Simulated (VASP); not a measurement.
Set up this calculation in VASP 6.6.1, as the native input.

```yaml
Task: relaxation of cell and atoms
Functional: PBE
Potentials_or_basis: VASP PAW PBE potentials, release 64 (Sb, Se)
Cutoff: 520 eV
k_mesh: 6 × 6 × 3
Occupations: gaussian, width 0.15 eV
Spin: no spin polarisation
Further_INCAR_settings: PREC = Normal; LREAL = Auto; ALGO = Fast; EDIFF = 1e-05; ISYM = 0; IBRION = 2; EDIFFG = -0.03; NSW = 110; ISIF = 3
```

The structure of Sb2Se3 lies in POSCAR:

```
Sb2Se3
1.0
    8.3294981900     -0.0867418200      0.0483867100
   -2.1199343400      3.5880544100     -0.0237328700
    0.0622734900     -0.0345849600     10.6777285800
Sb Se
4 6
Direct
    0.3169999600      0.3179102300      0.8368512500
    0.8219161600      0.3345682900      0.8152985000
    0.1910985300      0.6742292500      0.1871646700
    0.6519645100      0.6291226300      0.1500101600
    0.3394932900      0.3394749400      0.3423017100
    0.8482740500      0.3346728000      0.3182754200
    0.2067570400      0.6452983400      0.6534702900
    0.6734127800      0.6953491600      0.6504334700
    0.9969619500      0.0477317600      0.9615321300
    0.4829202500      0.9685852000      0.9890228800
```

The cell was built by a generator and needn't be a form met in nature.

These files were run (other wordings do the same):

INCAR

```
  PREC = Normal
  ENCUT = 520
  EDIFF = 1E-5
  ISMEAR = 0
  SIGMA = 0.15
  LREAL = Auto
  LASPH = True
  NELM = 80
  ALGO = Fast
  ISIF = 3
  LWAVE = False
  LCHARG = False
  GGA = PE
  IBRION = 2
  NSW = 110
  EDIFFG = -0.03
  ISYM = 0
  KPAR = 4
```

KPOINTS

```
regular mesh
0
Gamma
  6 6 3
```

Potentials or basis: VASP PAW PBE potentials, release 64 (Sb, Se).

Command:

```console
$ cat potpaw_PBE.64/Sb/POTCAR potpaw_PBE.64/Se/POTCAR > POTCAR
$ mpirun -np 4 vasp_std > vasp.out
```

Results of the run:

```json
{
  "Relaxed volume": "29.84 Å³/atom",
  "Relaxed cell": "a = 8.139 Å, b = 4.068 Å, c = 10.409 Å, α = 89.87°, β = 90.06°, γ = 120.01°",
  "Space group after relaxing (to 0.05 Å)": "P2_1/m (No. 11)",
  "Energy gained by relaxing": "176.3 meV/atom",
  "Ionic steps": "24",
  "Pressure after relaxing": "0.0 GPa",
  "Largest force after relaxing": "0.027 eV/Å",
  "Band gap on the k mesh": "0.40 eV, direct"
}
```

Caveat: spin-orbit coupling is left out, which moves the levels of the heavy elements; an odd mesh through Γ misses points on the zone boundary, where band edges often lie.

It took 7.2 min on 4 MPI ranks on Intel(R) Xeon(R) 6975P-C (Granite Rapids), with other jobs on the host, peak memory 0.52 GiB a rank.
